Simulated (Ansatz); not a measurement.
The system is WS2 (Tungstenite).

```
W S
1.0
     3.18000    0.00000    0.00000
    -1.59000    2.75396    0.00000
     0.00000    0.00000   12.50000
W S
2 4
Direct
  0.66667 0.33333 0.75000
  0.33333 0.66667 0.25000
  0.66667 0.33333 0.37500
  0.33333 0.66667 0.87500
  0.66667 0.33333 0.12500
  0.33333 0.66667 0.62500
```

Base run:

| Quantity | Value |
| --- | --- |
| Program | Ansatz 0.2.0 |
| Functional | r2SCAN |
| Potentials or basis | Ansatz PAW |
| Cutoff | 500 eV (not typed: the program's choice for these potentials) |
| k mesh | 10 × 10 × 3 |
| Occupations | fermi-dirac, width 0.05 eV |
| Spin | no spin polarisation |

Its results: band gap on the k mesh 1.23 eV, indirect (least direct gap 2.21 eV); pressure 0.2 GPa; largest force 0.116 eV/Å.

Task: The run is repeated on the same cell with these changes: functional from r2SCAN to LDA; cutoff from 500 eV (not typed: the program's choice for these potentials) to 420 eV (not typed: the program's choice for these potentials). What comes out?

Result: Band gap on the k mesh 1.04 eV, indirect (least direct gap 2.06 eV); pressure -5.6 GPa; largest force 0.358 eV/Å.

r2SCAN gives the wider gap, since meta-GGAs in the generalised Kohn-Sham scheme recover part of the derivative discontinuity.

Caveats: the k mesh misses the band edges, so the gap on the mesh is wider than the one along the path; spin-orbit coupling is left out, which moves the levels of the heavy elements; the PAW data sets come from PBE, with cores solved anew for the run's functional, which leaves a small shift of forces and pressure.
